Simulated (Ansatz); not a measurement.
GaP, DFT, PBE, all-electron LAPW, scalar-relativistic (Ansatz 0.2.0), run on 1 thread of Intel(R) Xeon(R) Platinum 8488C (Sapphire Rapids) on a shared host.

The cell is COD entry 9008846, as deposited and not checked against the literature; nothing was relaxed. The listed cell was then made from it by scaling, straining or moving an atom.

Command: `ansatz run input.yaml --threads 1 --pin off --max-ram 3072MiB --backend cpu --events-out ev --progress --plain --runs-dir out`

```yaml
crystal:
  lattice:
    - [0.0, 2.670745, 2.72525]
    - [2.670745, 0.0, 2.72525]
    - [2.670745, 2.670745, 0.0]
  atoms:
    - { symbol: Ga, position: [0.0, 0.0, 0.0] }
    - { symbol: P, position: [0.75, 0.75, 0.75] }
kpoints:
  mp_grid: { grid: [10, 10, 10] }
  band_path:
    path:
      - [0.0, 0.0, 0.0]
      - [0.5, 0.0, 0.5]
      - [0.75, 0.25, 0.5]
      - [0.5, 0.5, 0.5]
      - [0.0, 0.0, 0.0]
      - [0.5, 0.5, 0.0]
      - [0.62995, 0.62995, 0.2599]
      - [0.37005, 0.37005, 0.7401]
      - [0.0, 0.0, 0.0]
    npoints: 5
scf:
  occupations: { method: fermi_dirac, width: 0.05 }
hamiltonian:
  xc: pbe
  pseudopotentials: { kind: all_electron, lapw: { basis_error: 0.0005 } }
output:
  forces: true
  stress: true
  eigenvalues: true
```

**Question.** How large is the problem that the program sets up?

**Answer.** 102 irreducible k-points, 531 plane waves at Γ, 21 bands.

**Question.** About how long does it take, and how much memory does it use?

**Answer.** 28 s of wall time for 7 SCF iterations, with a peak of 0.43 GiB. Times on shared machines scatter by tens of per cent.
